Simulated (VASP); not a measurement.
# PbSe (Clausthalite) (Fm-3m) in VASP: settings compared

Aim: see how the results for PbSe (Clausthalite) move with the level of theory and the settings. Levels: PBE0, LDA, PBE, HSE06. Tasks: single point, relaxation of cell and atoms.

Everything below comes from runs of VASP 6.6.1. Logs are shortened: lines on timing, memory, paths and dates and some standing lists are left out, and cuts for length are marked.

## Step 1: The structure

The structure is cubic, space group Fm-3m (No. 225). The conventional cell has a = 6.124 Å, b = 6.124 Å, c = 6.124 Å, α = 90.00°, β = 90.00°, γ = 90.00°. Pb (site symmetry m-3m) has 6 Se at 3.06 Å as nearest neighbours. Se (site symmetry m-3m) has 6 Pb at 3.06 Å as nearest neighbours.

## Step 2: Single point, PBE0, non-collinear spin, zero start, spin-orbit coupling

Contents of POSCAR:

```
PbSe
1.0
    0.0000000000      3.0621500000      3.0621500000
    3.0621500000      0.0000000000      3.0621500000
    3.0621500000      3.0621500000      0.0000000000
Pb Se
1 1
Direct
    0.0000000000      0.0000000000      0.0000000000
    0.5000000000      0.5000000000      0.5000000000
```

Contents of INCAR.step1:

```
ALGO = Normal
EDIFF = 1E-5
ENCUT = 520
GGA = PE
GGA_COMPAT = False
ISIF = 2
ISMEAR = 0
LASPH = True
LCHARG = False
LNONCOLLINEAR = True
LORBIT = 11
LREAL = False
LSORBIT = True
LWAVE = True
MAGMOM = 0 0 0 0 0 0
NELM = 80
PREC = Accurate
SIGMA = 0.02
```

Contents of INCAR.step2:

```
AEXX = 0.25
ALGO = Normal
EDIFF = 1E-7
ENCUT = 520
GGA = PE
GGA_COMPAT = False
HFRCUT = -1
ISIF = 2
ISMEAR = 0
ISTART = 1
LASPH = True
LCHARG = False
LHFCALC = True
LNONCOLLINEAR = True
LORBIT = 11
LREAL = False
LSORBIT = True
LWAVE = False
MAGMOM = 0 0 0 0 0 0
NELM = 80
PREC = Accurate
PRECFOCK = Fast
SIGMA = 0.02
```

Contents of KPOINTS:

```
k-points
0
Gamma
  4 4 4
```

Potentials or basis: VASP PAW PBE potentials, release 64 (Pb_d, Se).

Run with:

```
> cat potpaw_PBE.64/Pb_d/POTCAR potpaw_PBE.64/Se/POTCAR > POTCAR
> cp INCAR.step1 INCAR
> mpirun -np 1 vasp_ncl > vasp.out
> cp INCAR.step2 INCAR
> mpirun -np 1 vasp_ncl > vasp.out
```

OUTCAR:

```text
AEXX = 0.25
   EDIFF = 1E-7
   ENCUT = 520
   GGA = PE
   ISIF = 2
   ISMEAR = 0
   ISTART = 1
   LASPH = True
   LHFCALC = True
   LNONCOLLINEAR = True
   LORBIT = 11
   LREAL = False
   LSORBIT = True
   NELM = 80
   PREC = Accurate
   PRECFOCK = Fast

 ion  position               nearest neighbor table
   1  0.000  0.000  0.000-   2 3.06   2 3.06   2 3.06   2 3.06   2 3.06   2 3.06
   2  0.500  0.500  0.500-   1 3.06   1 3.06   1 3.06   1 3.06   1 3.06   1 3.06

  LATTYP: Found a face centered cubic cell.
 ALAT       =     6.1243000000

  Lattice vectors:

 A1 = (   0.0000000000,   3.0621500000,   3.0621500000)
 A2 = (   3.0621500000,   0.0000000000,   3.0621500000)
 A3 = (   3.0621500000,   3.0621500000,   0.0000000000)

Analysis of symmetry for initial positions (statically):
=====================================================================
 Subroutine PRICEL returns:
 Original cell was already a primitive cell.

 Routine SETGRP: Setting up the symmetry group for a
 face centered cubic supercell.

 Subroutine GETGRP returns: Found 48 space group operations
 (whereof 48 operations were pure point group operations)
 out of a pool of 48 trial point group operations.

The static configuration has the point symmetry O_h .

Analysis of symmetry for dynamics (positions and initial velocities):
=====================================================================
 Subroutine PRICEL returns:
 Original cell was already a primitive cell.

 Routine SETGRP: Setting up the symmetry group for a
 face centered cubic supercell.

 Subroutine GETGRP returns: Found 48 space group operations
 (whereof 48 operations were pure point group operations)
 out of a pool of 48 trial point group operations.

The dynamic configuration has the point symmetry O_h .

Analysis of structural, dynamic, and magnetic symmetry:
=====================================================================
 Subroutine PRICEL returns:
 Original cell was already a primitive cell.

 Routine SETGRP: Setting up the symmetry group for a
 face centered cubic supercell.

 Subroutine GETGRP returns: Found 48 space group operations
 (whereof 48 operations were pure point group operations)
 out of a pool of 48 trial point group operations.

The overall configuration has the point symmetry O_h .

 Subroutine INISYM returns: Found 48 space group operations
 (whereof 48 operations are pure point group operations),
 and found     1 'primitive' translations

----------------------------------------------------------------------------------------

                                     Primitive cell

  volume of cell :      57.4261

  direct lattice vectors                    reciprocal lattice vectors
     0.000000000  3.062150000  3.062150000    -0.163283967  0.163283967  0.163283967
     3.062150000  0.000000000  3.062150000     0.163283967 -0.163283967  0.163283967
     3.062150000  3.062150000  0.000000000     0.163283967  0.163283967 -0.163283967

  length of vectors
     4.330534060  4.330534060  4.330534060     0.282816127  0.282816127  0.282816127

  position of ions in fractional coordinates (direct lattice)
     0.000000000  0.000000000  0.000000000
     0.500000000  0.500000000  0.500000000

  ion indices of the primitive-cell ions
   primitive index   ion index
                 1           1
                 2           2

----------------------------------------------------------------------------------------

 KPOINTS: k-points

Automatic generation of k-mesh.
 Grid dimensions read from file:
 generate k-points for:    4    4    4

 Generating k-lattice:

  Cartesian coordinates                     Fractional coordinates (reciprocal lattice)
    -0.040820992  0.040820992  0.040820992     0.250000000  0.000000000  0.000000000
     0.040820992 -0.040820992  0.040820992     0.000000000  0.250000000  0.000000000
     0.040820992  0.040820992 -0.040820992     0.000000000  0.000000000  0.250000000

  Length of vectors
     0.070704032  0.070704032  0.070704032

  Shift w.r.t. Gamma in fractional coordinates (k-lattice)
     0.000000000  0.000000000  0.000000000

 Subroutine IBZKPT returns following result:
 ===========================================

 Found      8 irreducible k-points:

 Following reciprocal coordinates:
            Coordinates               Weight
  0.000000  0.000000  0.000000      1.000000
  0.250000  0.000000  0.000000      8.000000
[... 24 lines left out ...]
   EDIFF  = 0.1E-06   stopping-criterion for ELM
   LREAL  =      F    real-space projection
   EDIFFG = 0.1E-05   stopping-criterion for IOM
   NSW    =      0    number of steps for IOM
   IBRION =     -1    ionic relax: 0-MD 1-quasi-New 2-CG
   NFREE  =      0    steps in history (QN), initial steepest desc. (CG)
   ISIF   =      2    stress and relaxation
   ISYM   =      3    0-nonsym 1-usesym 2-fastsym
   POTIM  = 0.5000    time-step for ionic-motion
   TEBEG  =    0.0;   TEEND  =   0.0 temperature during run
   PSTRESS=    0.0 pullay stress
   NELECT =      20.0000    total number of electrons
   NUPDOWN=      -1.0000    fix difference up-down
   EMIN   =  10.00;   EMAX   =-10.00  energy-range for DOS
   EFERMI =   0.00;   METHOD = LEGACY
   ISMEAR =     0;   SIGMA  =   0.02  broadening in eV -4-tet -1-fermi 0-gaus
   EFERMI_NEDOS =   21; number of points for ismear=-14 and -15
   IALGO  =     38    algorithm
   IMIX   =      1    mixing-type and parameters
     AMIX     =   0.40;   BMIX     =  1.00
     AMIX_MAG =   1.60;   BMIX_MAG =  1.00
  volume/ion in A,a.u.               =      28.71       193.77
  Fermi-wavevector in a.u.,A,eV,Ry     =   1.151812  2.176610 18.050462  1.326672
  Thomas-Fermi vector in A             =   2.288467
   LORBIT       =     11    0 simple, 1 ext, 2 COOP (PROOUT), +10 PAW based schemes
   GGA     = PE    functional components
   LHFCALC =     T    Hartree Fock is set to
   PRECFOCK=fast      Normal, Fast or Accurate (Low or Medium for compatibility)
   ENCUT4O =  -1.0   cutoff for four orbital integrals eV
   NKREDX  =     1    reduce k-point grid by
   NKREDY  =     1    reduce k-point grid by
   NKREDZ  =     1    reduce k-point grid by
   AEXX    =    0.2500 exact exchange contribution
   HFSCREEN=    0.0000 screening length (either q_TF or 0.3 A-1)
   HFSCREENC=   0.0000 screening length for correlation (either q_TF or 0.3 A-1)
   ENCUTFOCK=  -1.0 apply spherical cutoff to Coloumb kernel
   IVDW    =     0    specifies the selected vdW correction
   LEPSILON=     F    determine dielectric tensor
   LRPA    =     F    only Hartree local field effects (RPA)
 Gauss-broadening in eV      SIGMA  =   0.02
  energy-cutoff  :      520.00
  volume of cell :       57.43
 maximum number of plane-waves:      3144
  NGX = 18; NGY = 18; NGZ = 18

 number of electron      19.9999999 magnetization      -0.0000001     -0.0000001      0.0000001

 number of electron      19.9999999 magnetization      -0.0000001     -0.0000023     -0.0000006

 number of electron      19.9999999 magnetization       0.0000003     -0.0000000      0.0000006

 number of electron      19.9999999 magnetization       0.0000000      0.0000000      0.0000000

 Free energy of the ion-electron system (eV)
  ---------------------------------------------------
  ext. energy  EPLUGINS =         0.00000000
  ---------------------------------------------------
  free energy    TOTEN  =       -11.07784668 eV

  energy without entropy =      -11.07784668  energy(sigma->0) =      -11.07784668

 E-fermi :   4.6388     XC(G=0):  -7.5370

 val. band max:        4.4841793517   @ k =   0.5000   0.0000   0.0000
 cond. band min:       5.3586847474   @ k =   0.5000   0.0000   0.0000
 fundamental gap:      0.8745053957
 Fermi energy:         4.6387874580

 k-point     1 :       0.0000    0.0000    0.0000
  band No.  band energies     occupation
      1     -15.8354      1.00000
      2     -15.8354      1.00000
      3     -15.8354      1.00000
      4     -15.8354      1.00000
      5     -13.1585      1.00000
      6     -13.1585      1.00000
[... 237 lines left out ...]
     27      13.3599      0.00000
     28      13.3599      0.00000

------------------------ aborting loop because EDIFF is reached ----------------------------------------

  FORCE on cell =-STRESS in cart. coord.  units (eV):
  Direction    XX          YY          ZZ          XY          YZ          ZX
  --------------------------------------------------------------------------------------
  -------------------------------------------------------------------------------------
  Total        0.3382898      0.3382898      0.3382898     -0.0000000      0.0000000     -0.0000000
  in kB        9.4382202      9.4382202      9.4382202     -0.0000000      0.0000000     -0.0000000
  external PRESSURE =       9.4382202 kB  Pullay stress =       0.0000000 kB

 VOLUME and BASIS-vectors are now :
 -----------------------------------------------------------------------------
  energy-cutoff  :      520.00
  volume of cell :       57.43
      direct lattice vectors                 reciprocal lattice vectors
     0.000000000  3.062150000  3.062150000    -0.163283967  0.163283967  0.163283967
     3.062150000  0.000000000  3.062150000     0.163283967 -0.163283967  0.163283967
     3.062150000  3.062150000  0.000000000     0.163283967  0.163283967 -0.163283967

 POSITION                                       TOTAL-FORCE (eV/Angst)
 -----------------------------------------------------------------------------------
      0.00000      0.00000      0.00000         0.000000      0.000000      0.000000
      3.06215      3.06215      3.06215        -0.000000     -0.000000     -0.000000
 -----------------------------------------------------------------------------------
    total drift:                               -0.000002      0.000086      0.000064

  FREE ENERGIE OF THE ION-ELECTRON SYSTEM (eV)
  ---------------------------------------------------
  free  energy   TOTEN  =       -11.0778466766 eV

  energy  without entropy=      -11.0778466766  energy(sigma->0) =      -11.07784668

 Spin-Orbit-Coupling matrix elements

 Ion:    1  E_soc:     -0.7206817
 l=   1
     0.0000000    -0.0551250    -0.0551250
    -0.0551250     0.0000000    -0.0551250
    -0.0551250    -0.0551250     0.0000000
 l=   2
     0.0000000    -0.0130324     0.0000000    -0.0130324    -0.0519562
    -0.0130324     0.0000000    -0.0389671    -0.0130324    -0.0129890
     0.0000000    -0.0389671     0.0000000    -0.0389671     0.0000000
    -0.0130324    -0.0130324    -0.0389671     0.0000000    -0.0129890
    -0.0519562    -0.0129890     0.0000000    -0.0129890     0.0000000
 l=   3
     0.0000000     0.0000000     0.0000000     0.0000000     0.0000000     0.0000000     0.0000000
     0.0000000     0.0000000     0.0000000     0.0000000     0.0000000     0.0000000     0.0000000
     0.0000000     0.0000000     0.0000000     0.0000000     0.0000000     0.0000000     0.0000000
     0.0000000     0.0000000     0.0000000     0.0000000     0.0000000     0.0000000     0.0000000
     0.0000000     0.0000000     0.0000000     0.0000000     0.0000000     0.0000000     0.0000000
     0.0000000     0.0000000     0.0000000     0.0000000     0.0000000     0.0000000     0.0000000
     0.0000000     0.0000000     0.0000000     0.0000000     0.0000000     0.0000000     0.0000000

 Ion:    2  E_soc:     -0.0424202
 l=   1
     0.0000000    -0.0070778    -0.0070778
    -0.0070778     0.0000000    -0.0070778
    -0.0070778    -0.0070778     0.0000000
 l=   2
     0.0000000    -0.0000010     0.0000000    -0.0000010     0.0000088
    -0.0000010     0.0000000     0.0000066    -0.0000010     0.0000022
     0.0000000     0.0000066     0.0000000     0.0000066     0.0000000
    -0.0000010    -0.0000010     0.0000066     0.0000000     0.0000022
     0.0000088     0.0000022     0.0000000     0.0000022     0.0000000
 l=   3
     0.0000000     0.0000000     0.0000000     0.0000000     0.0000000     0.0000000     0.0000000
     0.0000000     0.0000000     0.0000000     0.0000000     0.0000000     0.0000000     0.0000000
     0.0000000     0.0000000     0.0000000     0.0000000     0.0000000     0.0000000     0.0000000
     0.0000000     0.0000000     0.0000000     0.0000000     0.0000000     0.0000000     0.0000000
     0.0000000     0.0000000     0.0000000     0.0000000     0.0000000     0.0000000     0.0000000
     0.0000000     0.0000000     0.0000000     0.0000000     0.0000000     0.0000000     0.0000000
     0.0000000     0.0000000     0.0000000     0.0000000     0.0000000     0.0000000     0.0000000

 total charge

# of ion       s       p       d       tot
------------------------------------------
    1        1.513   0.503   9.848  11.864
    2        1.474   2.383   0.016   3.872
--------------------------------------------------
tot          2.986   2.886   9.864  15.737

 magnetization (x)

# of ion       s       p       d       tot
------------------------------------------
    1        0.000   0.000   0.000   0.000
    2        0.000   0.000   0.000   0.000
--------------------------------------------------
tot          0.000   0.000   0.000   0.000

 magnetization (y)

# of ion       s       p       d       tot
------------------------------------------
    1        0.000  -0.000   0.000  -0.000
    2        0.000   0.000  -0.000  -0.000
--------------------------------------------------
tot          0.000  -0.000   0.000  -0.000

 magnetization (z)

# of ion       s       p       d       tot
------------------------------------------
    1        0.000  -0.000  -0.000  -0.000
    2        0.000   0.000   0.000   0.000
--------------------------------------------------
tot          0.000  -0.000  -0.000  -0.000
```

Wall time 49 min (1 thread of Intel Xeon Platinum 8488C (Sapphire Rapids), shared host); peak memory 0.31 GiB.

Results:

| Property | Result |
| --- | --- |
| Free energy | -11.0778 eV |
| Pressure | 0.9 GPa |
| Net moment | 0.00 μB per cell |
| Valence electrons inside the program's atomic spheres | Pb 11.86; Se 3.87 |

Moments on the atoms (μB; x, y, z):
```
Pb  0.00 0.00 0.00
Se  0.00 0.00 0.00
```

Caveat: the k mesh is coarse (spacing up to 0.44 Å⁻¹), so the values aren't converged, least of all with exact exchange; the PAW data sets were made with another functional, which shifts forces and pressure a little.

## Step 3: Relaxation of cell and atoms, LDA

Contents of INCAR:

```
ALGO = Normal
EDIFF = 1E-6
EDIFFG = -0.003
ENCUT = 520
GGA = CA
IBRION = 2
ISIF = 3
ISMEAR = 0
LASPH = True
LCHARG = False
LREAL = False
LWAVE = False
NELM = 60
NSW = 60
PREC = Accurate
SIGMA = 0.02
```

Contents of KPOINTS:

```
k-points
0
Gamma
  8 8 8
```

POSCAR is that of step 2.

Potentials or basis: VASP PAW LDA potentials, release 64 (Pb_d, Se).

Run with:

```
> cat potpaw_LDA.64/Pb_d/POTCAR potpaw_LDA.64/Se/POTCAR > POTCAR
> mpirun -np 1 vasp_std > vasp.out
```

It took 14 s on 1 thread of Intel Xeon 6975P-C (Granite Rapids), shared host; peak memory 0.17 GiB.

The run converged. Its results:

| Property | Result |
| --- | --- |
| Free energy | -9.4589 eV |
| Relaxed volume | 27.60 Å³/atom |
| Relaxed cell | a = 4.274 Å, b = 4.274 Å, c = 4.274 Å, α = 60.00°, β = 60.00°, γ = 60.00° |
| Space group after relaxing (to 0.05 Å) | Fm-3m (No. 225) |
| Energy gained by relaxing | 7.3 meV/atom |
| Ionic steps | 3 |
| Pressure after relaxing | 0.0 GPa |
| Band gap on the k mesh | 0.03 eV, direct |

Step by step:
| step | energy change (eV) | largest force (eV/Å) | pressure (GPa) | volume (Å³) |
| --- | --- | --- | --- | --- |
| 1 | 0.0000 | 0.0000 | -2.09 | 57.43 |
| 2 | -0.0124 | 0.0000 | 0.84 | 54.37 |
| 3 | -0.0146 | 0.0000 | 0.00 | 55.21 |

Final structure:
```
CELL_PARAMETERS angstrom
0.00000 3.02222 3.02222
3.02222 0.00000 3.02222
3.02222 3.02222 0.00000
ATOMIC_POSITIONS crystal
Pb 0.00000 0.00000 0.00000
Se 0.50000 0.50000 0.50000
```

Levels at points of the mesh, in eV from the valence-band top:
```csv
k point,band 7,band 8,band 9,band 10,band 11,band 12,band 13,band 14
"(0.00, 0.00, 0.00)",-6.36,-2.08,-2.08,-2.08,4.65,4.65,4.65,6.36
"(0.50, 0.00, 0.00)",-9.12,-1.63,-1.63,0.00,0.03,1.49,1.49,8.43
"(0.50, 0.50, 0.00)",-7.55,-5.38,-3.52,-3.52,3.42,5.62,5.62,6.07
```

Caveat: spin-orbit coupling is left out, which as a rule narrows the gap of such compounds by several tenths of an eV. LDA usually gives volumes a few per cent too small.

## Step 4: Single point, PBE, non-collinear spin, zero start, spin-orbit coupling (volume scaled by 0.97)

Contents of INCAR:

```
PREC = Accurate
ENCUT = 520
EDIFF = 1E-7
ISMEAR = 0
SIGMA = 0.02
LREAL = F
LASPH = T
NELM = 60
ALGO = Normal
ISIF = 2
LWAVE = F
LCHARG = F
LNONCOLLINEAR = T
MAGMOM = 0 0 0 0 0 0
LORBIT = 11
LSORBIT = T
GGA_COMPAT = F
GGA = PE
NBANDS = 32
```

Contents of KPOINTS:

```
Automatic mesh
0
Gamma
  8 8 8
```

Contents of POSCAR:

```
PbSe
1.0
    0.0000000000      3.0312170770      3.0312170770
    3.0312170770      0.0000000000      3.0312170770
    3.0312170770      3.0312170770      0.0000000000
Pb Se
1 1
Direct
    0.0000000000      0.0000000000      0.0000000000
    0.5000000000      0.5000000000      0.5000000000
```

Potentials or basis: VASP PAW PBE potentials, release 64 (Pb_d, Se).

Run with:

```
> cat potpaw_PBE.64/Pb_d/POTCAR potpaw_PBE.64/Se/POTCAR > POTCAR
> mpirun -np 1 vasp_ncl > vasp.out
```

Run time: 75 s. Hardware: 1 thread of Intel Xeon 6975P-C (Granite Rapids), shared host; peak memory 0.34 GiB.

It converged, with:

```
Free energy                                           : -8.5722 eV
Pressure                                              : 3.8 GPa
Net moment                                            : 0.00 μB per cell
Valence electrons inside the program's atomic spheres : Pb 11.89; Se 3.82
```

Moments on the atoms (μB; x, y, z):
```
Pb  0.00 0.00 0.00
Se  0.00 0.00 0.00
```

[end of part 1 of 2]
